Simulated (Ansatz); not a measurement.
Below is a relaxed structure of CdSe. The cell was found from a structure generator's guess, not taken from experiment.

Method: DFT PBE, scalar-relativistic, plane waves, PAW in Ansatz 0.2.0. Cutoff 420 eV, Γ-centred mesh, Gaussian smearing, no spin polarisation.

```
Cd Se
1.0
     4.07874    0.00000    0.00000
     0.00000    4.35809    0.00000
     0.00000    0.00000   10.33859
Cd Se
3 3
Direct
  0.50000 0.50000 0.17068
  0.50000 0.50000 0.82932
  0.00000 0.00000 0.50000
  0.50000 0.00000 0.32222
  0.00000 0.50000 0.00000
  0.50000 0.00000 0.67778
```

Formation energies are uncorrected and refer to the elements' standard structures at the same level.

(1) What space group does it have?

(2) What is its formation energy per atom?

(3) Is it a metal?

(4) From what recipe could a structure generator have reached it?

## Answers

(1) Pmmm (No. 47). Conventional cell: a = 4.079 Å, b = 4.358 Å, c = 10.339 Å. Cd on a site of symmetry mm2 is surrounded by 4 Se at 2.68–2.70 Å; Cd on a site of symmetry mmm is surrounded by 4 Se at 2.75 Å; Se on a site of symmetry mm2 is surrounded by 4 Cd at 2.68–2.75 Å; around Se on a site of symmetry mmm lie 4 Cd at 2.70 Å.

(2) −0.43 eV/atom. A negative formation energy is needed for stability but isn't enough: competing phases decide.

(3) There is no gap on the 10×10×4 mesh, but valence and conduction bands overlap by only 0.27 eV, so at this level it is a semimetal.

(4) One such recipe: 4-connected net, two elements alternating (Pmmm, No. 47). Other recipes can lead to the same cell.

The last run used a 10×10×4 mesh (in the run's order of axes) for its 6-atom cell and Gaussian smearing of 0.10 eV. The zero gap may come from the functional, which often closes small gaps. The reference form of Se is held partly by dispersion forces, which this level lacks. Symmetry constrained the relaxation, so the result can be a saddle point.
